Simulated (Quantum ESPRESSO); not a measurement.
# BP (F-43m) in Quantum ESPRESSO: a series of runs

One crystal, BP, is run at these levels: LDA; tasks: band structure, single point, equation of state.

Program: Quantum ESPRESSO 7.5. These are calculated values, not measurements. Logs are shortened: lines on timing, memory, paths and dates and some standing lists are left out, and cuts for length are marked.

**What was measured.**

“Equation of state of single-crystal cubic boron phosphide”, 2014, arxiv:1407.1677 reports, for a bulk crystal of BP at 300 K: bulk modulus 179 ± 1 GPa.

The runs below are set against these values where they give the same quantity.

## Step 1: The structure

Symmetry: F-43m, No. 216, cubic system. Conventional cell: a = 4.538 Å, b = 4.538 Å, c = 4.538 Å, α = 90.00°, β = 90.00°, γ = 90.00°. P (site symmetry -43m) is surrounded by 4 B at 1.97 Å. Around B (site symmetry -43m) lie 4 P at 1.97 Å.

## Step 2: Band structure, LDA

File pw.in:

```
&CONTROL
  calculation = 'scf'
  prefix = 'pwscf'
  outdir = './tmp'
  pseudo_dir = './pseudo'
  tprnfor = .true.
  tstress = .true.
  disk_io = 'low'
/
&SYSTEM
  ibrav = 0
  nat = 2
  ntyp = 2
  ecutwfc = 76
  nbnd = 9
  occupations = 'smearing'
  smearing = 'fd'
  degauss = 0.00367493
/
&ELECTRONS
  conv_thr = 4d-10
  electron_maxstep = 120
  mixing_beta = 0.5
/
ATOMIC_SPECIES
P     30.9738 P.upf
B     10.8100 B.upf
CELL_PARAMETERS bohr
   0.0000000000    4.2877885768    4.2877885768
   4.2877885768    0.0000000000    4.2877885768
   4.2877885768    4.2877885768    0.0000000000
ATOMIC_POSITIONS bohr
P      6.4316828652    6.4316828652    6.4316828652
B      0.0000000000    0.0000000000    0.0000000000
K_POINTS automatic
10 10 10 0 0 0
```

File bands.in:

```
&CONTROL
  calculation = 'bands'
  prefix = 'pwscf'
  outdir = './tmp'
  pseudo_dir = './pseudo'
  disk_io = 'low'
  verbosity = 'high'
/
&SYSTEM
  ibrav = 0
  nat = 2
  ntyp = 2
  ecutwfc = 76
  nbnd = 9
  occupations = 'smearing'
  smearing = 'fd'
  degauss = 0.00367493
/
&ELECTRONS
  conv_thr = 1d-08
  electron_maxstep = 120
  mixing_beta = 0.5
  diago_full_acc = .true.
/
ATOMIC_SPECIES
P     30.9738 P.upf
B     10.8100 B.upf
CELL_PARAMETERS bohr
   0.0000000000    4.2877885768    4.2877885768
   4.2877885768    0.0000000000    4.2877885768
   4.2877885768    4.2877885768    0.0000000000
ATOMIC_POSITIONS bohr
P      6.4316828652    6.4316828652    6.4316828652
B      0.0000000000    0.0000000000    0.0000000000
K_POINTS crystal
60
 0.0000000000  0.0000000000  0.0000000000 1
 0.0625000000  0.0000000000  0.0625000000 1
 0.1250000000  0.0000000000  0.1250000000 1
 0.1875000000  0.0000000000  0.1875000000 1
 0.2500000000  0.0000000000  0.2500000000 1
 0.3125000000  0.0000000000  0.3125000000 1
 0.3750000000  0.0000000000  0.3750000000 1
 0.4375000000  0.0000000000  0.4375000000 1
 0.5000000000  0.0000000000  0.5000000000 1
 0.5000000000  0.0625000000  0.5625000000 1
 0.5000000000  0.1250000000  0.6250000000 1
 0.5000000000  0.1875000000  0.6875000000 1
 0.5000000000  0.2500000000  0.7500000000 1
 0.4375000000  0.3125000000  0.7500000000 1
 0.3750000000  0.3750000000  0.7500000000 1
 0.3375000000  0.3375000000  0.6750000000 1
 0.3000000000  0.3000000000  0.6000000000 1
 0.2625000000  0.2625000000  0.5250000000 1
 0.2250000000  0.2250000000  0.4500000000 1
 0.1875000000  0.1875000000  0.3750000000 1
 0.1500000000  0.1500000000  0.3000000000 1
 0.1125000000  0.1125000000  0.2250000000 1
 0.0750000000  0.0750000000  0.1500000000 1
 0.0375000000  0.0375000000  0.0750000000 1
 0.0000000000  0.0000000000  0.0000000000 1
 0.0625000000  0.0625000000  0.0625000000 1
 0.1250000000  0.1250000000  0.1250000000 1
 0.1875000000  0.1875000000  0.1875000000 1
 0.2500000000  0.2500000000  0.2500000000 1
 0.3125000000  0.3125000000  0.3125000000 1
 0.3750000000  0.3750000000  0.3750000000 1
 0.4375000000  0.4375000000  0.4375000000 1
 0.5000000000  0.5000000000  0.5000000000 1
 0.5250000000  0.4500000000  0.5250000000 1
 0.5500000000  0.4000000000  0.5500000000 1
 0.5750000000  0.3500000000  0.5750000000 1
 0.6000000000  0.3000000000  0.6000000000 1
 0.6250000000  0.2500000000  0.6250000000 1
 0.5833333333  0.2500000000  0.6666666667 1
 0.5416666667  0.2500000000  0.7083333333 1
 0.5000000000  0.2500000000  0.7500000000 1
 0.5000000000  0.2857142857  0.7142857143 1
 0.5000000000  0.3214285714  0.6785714286 1
 0.5000000000  0.3571428571  0.6428571429 1
 0.5000000000  0.3928571429  0.6071428571 1
 0.5000000000  0.4285714286  0.5714285714 1
 0.5000000000  0.4642857143  0.5357142857 1
 0.5000000000  0.5000000000  0.5000000000 1
 0.4821428571  0.4821428571  0.5357142857 1
 0.4642857143  0.4642857143  0.5714285714 1
 0.4464285714  0.4464285714  0.6071428571 1
 0.4285714286  0.4285714286  0.6428571429 1
 0.4107142857  0.4107142857  0.6785714286 1
 0.3928571429  0.3928571429  0.7142857143 1
 0.3750000000  0.3750000000  0.7500000000 1
 0.6250000000  0.2500000000  0.6250000000 1
 0.5937500000  0.1875000000  0.5937500000 1
 0.5625000000  0.1250000000  0.5625000000 1
 0.5312500000  0.0625000000  0.5312500000 1
 0.5000000000  0.0000000000  0.5000000000 1
```

Potentials or basis: PseudoDojo 0.4.1 SR LDA standard.

Launch:

```
> OMP_NUM_THREADS=1 pw.x -in pw.in > pw.out
> OMP_NUM_THREADS=1 pw.x -in bands.in > bands.out
```

pw.out:

```text
This program is part of the open-source Quantum ESPRESSO suite
     for quantum simulation of materials; please cite
[... 9 lines left out ...]
     --------------------
     sticks:   dense  smooth     PW     G-vecs:    dense   smooth      PW
     Sum         769     769    241                14163    14163    2421

     Using Slab Decomposition

     bravais-lattice index     =            0
     lattice parameter (alat)  =       6.0638  a.u.
     unit-cell volume          =     157.6631 (a.u.)^3
     number of atoms/cell      =            2
     number of atomic types    =            2
     number of electrons       =         8.00
     number of Kohn-Sham states=            9
     kinetic-energy cutoff     =      76.0000  Ry
     charge density cutoff     =     304.0000  Ry
     scf convergence threshold =      4.0E-10
     mixing beta               =       0.5000
     number of iterations used =            8  plain     mixing
     Exchange-correlation= SLA  PW   NOGX NOGC
                           (   1   4   0   0   0   0   0)

     celldm(1)=   6.063849  celldm(2)=   0.000000  celldm(3)=   0.000000
     celldm(4)=   0.000000  celldm(5)=   0.000000  celldm(6)=   0.000000

     crystal axes: (cart. coord. in units of alat)
               a(1) = (   0.000000   0.707107   0.707107 )
               a(2) = (   0.707107   0.000000   0.707107 )
               a(3) = (   0.707107   0.707107   0.000000 )

     reciprocal axes: (cart. coord. in units 2 pi/alat)
               b(1) = ( -0.707107  0.707107  0.707107 )
               b(2) = (  0.707107 -0.707107  0.707107 )
               b(3) = (  0.707107  0.707107 -0.707107 )

     PseudoPot. # 1 for P  read from file:
     P.upf
     Pseudo is Norm-conserving + core correction, Zval =  5.0
     Generated using ONCVPSP code by D. R. Hamann
     Using radial grid of 1298 points,  6 beta functions with:
                l(1) =   0
                l(2) =   0
                l(3) =   1
                l(4) =   1
                l(5) =   2
                l(6) =   2

     PseudoPot. # 2 for B  read from file:
     B.upf
     Pseudo is Norm-conserving + core correction, Zval =  3.0
     Generated using ONCVPSP code by D. R. Hamann
     Using radial grid of 1498 points,  4 beta functions with:
                l(1) =   0
                l(2) =   0
                l(3) =   1
                l(4) =   1

     atomic species   valence    mass     pseudopotential
     P                 5.00    30.97380     P ( 1.00)
     B                 3.00    10.81000     B ( 1.00)

     24 Sym. Ops. (no inversion) found

   Cartesian axes

     site n.     atom                  positions (alat units)
         1        P      tau(   1) = (   1.0606602   1.0606602   1.0606602  )
         2        B      tau(   2) = (   0.0000000   0.0000000   0.0000000  )

     number of k points=    47  Fermi-Dirac smearing, width (Ry)=  0.0037
                       cart. coord. in units 2pi/alat
        k(    1) = (   0.0000000   0.0000000   0.0000000), wk =   0.0020000
        k(    2) = (   0.0707107   0.0707107  -0.0707107), wk =   0.0160000
        k(    3) = (   0.1414214   0.1414214  -0.1414214), wk =   0.0160000
        k(    4) = (   0.2121320   0.2121320  -0.2121320), wk =   0.0160000
        k(    5) = (   0.2828427   0.2828427  -0.2828427), wk =   0.0160000
        k(    6) = (  -0.3535534  -0.3535534   0.3535534), wk =   0.0080000
[... 39 lines left out ...]
        k(   46) = (  -0.0707107  -0.3535534   0.6363961), wk =   0.0480000
        k(   47) = (  -0.7071068   0.2828427   0.0000000), wk =   0.0240000

     Dense  grid:    14163 G-vectors     FFT dimensions: (  36,  36,  36)

     Initial potential from superposition of free atoms

     starting charge       7.9997, renormalised to       8.0000
     Starting wfcs are    8 randomized atomic wfcs +    1 random wfcs

     Self-consistent Calculation

     iteration #  1     ecut=    76.00 Ry     beta= 0.50
     Davidson diagonalization with overlap
     ethr =  1.00E-02,  avg # of iterations =  5.7

[... 62 lines left out ...]
[... 74 lines left out ...]
          k =-0.1414-0.5657 0.5657 (  1764 PWs)   bands (ev):

    -2.4454   1.6032   3.8550   5.5262  11.1139  13.9819  18.1938  18.4107
    22.3303

          k =-0.0707-0.4950 0.4950 (  1757 PWs)   bands (ev):

    -1.8847   0.9821   3.0572   5.8339  11.4647  16.3175  17.5987  18.2956
    20.4167

          k =-0.0000-0.4243 0.4243 (  1778 PWs)   bands (ev):

    -2.5398   1.6845   2.9813   6.4001  12.0812  16.5896  17.6902  18.3691
    19.3154

          k = 0.5657-0.0000 0.0000 (  1756 PWs)   bands (ev):

    -2.7478   2.0009   5.1449   5.1449  10.2232  11.3145  19.8791  19.8791
    23.4125

          k =-0.0707-0.6364 0.6364 (  1748 PWs)   bands (ev):

    -1.9072   1.0660   4.3278   5.0750  10.5665  11.6126  20.1497  20.2949
    23.1731

          k = 0.0000-0.5657 0.5657 (  1748 PWs)   bands (ev):

    -1.4674   0.8238   3.1480   5.3142  10.8799  13.6628  19.3382  19.9719
    21.3481

          k =-0.7071 0.0000 0.0000 (  1756 PWs)   bands (ev):

    -1.5498   0.5375   4.9188   4.9188  10.3411  10.5833  20.9627  20.9627
    23.9904

          k = 0.2828 0.1414 0.0000 (  1774 PWs)   bands (ev):

    -5.1921   5.2232   6.1054   7.7242  12.2700  14.6701  15.3839  15.8235
    19.9138

          k = 0.3536 0.2121-0.0707 (  1770 PWs)   bands (ev):

    -4.3463   3.2924   5.4454   7.1503  12.8425  14.5157  15.8435  16.2371
    20.4478

          k =-0.2828-0.4243 0.5657 (  1766 PWs)   bands (ev):

    -3.2952   1.3864   5.2489   6.6021  13.0368  14.1416  16.1483  17.5628
    21.1515

          k =-0.2121-0.3536 0.4950 (  1764 PWs)   bands (ev):

    -2.6217   0.4127   5.2187   6.3731  13.0629  13.9682  16.1650  19.0847
    20.1803

          k = 0.4243 0.1414-0.0000 (  1759 PWs)   bands (ev):

    -4.0518   3.6696   5.0769   6.0787  11.6486  13.7412  16.3775  17.7211
    21.8298

          k =-0.2121-0.4950 0.6364 (  1760 PWs)   bands (ev):

    -3.0699   2.1698   4.3437   5.5587  12.2340  14.4893  16.0674  18.3761
    21.9138

          k =-0.1414-0.4243 0.5657 (  1759 PWs)   bands (ev):

    -2.1839   0.9538   3.8461   5.4704  12.5219  15.3480  16.8417  18.3851
    19.9798

          k =-0.0707-0.3536 0.4950 (  1763 PWs)   bands (ev):

    -2.4404   1.3074   3.5662   5.8381  12.9542  15.0376  17.3782  18.4070
    19.3487

          k = 0.0000-0.2828 0.4243 (  1775 PWs)   bands (ev):

    -3.4407   2.6056   3.8757   6.4889  13.4219  14.4766  16.0747  17.5455
    20.5636

          k =-0.1414-0.5657 0.7071 (  1758 PWs)   bands (ev):

    -2.5776   1.9375   4.4653   4.8488  11.3492  12.3423  18.2611  19.8644
    22.6928

          k =-0.0707-0.4950 0.6364 (  1755 PWs)   bands (ev):

    -1.7129   1.1399   3.3990   4.7466  11.8789  13.8440  17.8244  19.7102
    21.1676

          k = 0.0000-0.4243 0.5657 (  1757 PWs)   bands (ev):

    -1.6582   1.1562   2.7518   5.1457  12.3177  16.1496  17.2293  18.0458
    20.1516

          k =-0.7071 0.1414 0.0000 (  1750 PWs)   bands (ev):

    -1.4602   0.6896   4.3374   4.3706  11.3839  11.7407  19.7444  20.4200
    22.3396

          k =-0.1414-0.4243 0.7071 (  1751 PWs)   bands (ev):

    -2.1325   1.6121   3.3708   4.7211  13.5604  14.6241  15.7456  19.3852
    20.3858

          k =-0.0707-0.3536 0.6364 (  1762 PWs)   bands (ev):

    -1.5708   1.1322   3.1233   4.3467  13.8392  15.1740  16.7164  17.3189
    20.7124

          k =-0.7071 0.2828 0.0000 (  1760 PWs)   bands (ev):

    -1.2991   1.0139   3.4875   3.6479  13.5723  14.3468  17.2233  17.6039
    21.6806

     the Fermi energy is     9.6049 ev

!    total energy              =     -19.89106297 Ry
     estimated scf accuracy    <          3.9E-10 Ry
     smearing contrib. (-TS)   =      -0.00000001 Ry
     internal energy E=F+TS    =     -19.89106296 Ry

     The total energy is F=E-TS. E is the sum of the following terms:
     one-electron contribution =       6.47689584 Ry
     hartree contribution      =       1.25613290 Ry
     xc contribution           =      -6.64085216 Ry
     ewald contribution        =     -20.98323954 Ry

     convergence has been achieved in   8 iterations

     Forces acting on atoms (cartesian axes, Ry/au):

     atom    1 type  1   force =     0.00000000    0.00000000    0.00000000
     atom    2 type  2   force =     0.00000000    0.00000000    0.00000000

     Total force =     0.000000     Total SCF correction =     0.000000

     Computing stress (Cartesian axis) and pressure

          total   stress  (Ry/bohr**3)                   (kbar)     P=      -55.93
  -0.00038023   0.00000000   0.00000000          -55.93        0.00        0.00
   0.00000000  -0.00038023  -0.00000000            0.00      -55.93       -0.00
   0.00000000   0.00000000  -0.00038023            0.00        0.00      -55.93

=------------------------------------------------------------------------------=
   JOB DONE.
=------------------------------------------------------------------------------=
```

It took 19 s on 1 thread of Arm Neoverse V2, shared host; peak memory 0.09 GiB.

Results:

```
Free energy             : -270.6317 eV
Pressure                : -5.6 GPa
Band gap on the k mesh  : 1.20 eV, indirect (least direct gap 3.39 eV)
Band gap along the path : 1.21 eV, indirect (least direct gap 3.39 eV)
```

Levels at the corners of the path, in eV from the valence-band top:
```
point  band 1  band 2  band 3  band 4  band 5  band 6  band 7  band 8  band 9
    Γ  -15.40    0.00    0.00    0.00    3.39    3.39    3.39    7.34   11.27
    X  -10.57   -8.48   -4.10   -4.10    1.32    1.56   11.94   11.94   14.97
    W  -10.29   -7.94   -5.68   -5.49    5.25    6.67    7.16    7.45   12.63
    K  -10.56   -8.06   -6.24   -3.49    2.10    5.92    9.63   10.51   11.47
    Γ  -15.40    0.00    0.00    0.00    3.39    3.39    3.39    7.34   11.27
    L  -12.07   -9.01   -1.75   -1.75    3.77    4.69    4.69    9.94   14.42
    U  -10.56   -8.06   -6.24   -3.49    2.10    5.92    9.63   10.51   11.47
    W  -10.29   -7.94   -5.68   -5.49    5.25    6.67    7.16    7.45   12.63
    L  -12.07   -9.01   -1.75   -1.75    3.77    4.69    4.69    9.94   14.42
    K  -10.56   -8.06   -6.24   -3.49    2.10    5.92    9.63   10.51   11.47
    U  -10.56   -8.06   -6.24   -3.49    2.10    5.92    9.63   10.51   11.47
    X  -10.57   -8.48   -4.10   -4.10    1.32    1.56   11.94   11.94   14.97
```

Expect the measured gap to be larger: semilocal functionals such as LDA lack the derivative discontinuity.

(Part 1 of 2 ends here.)
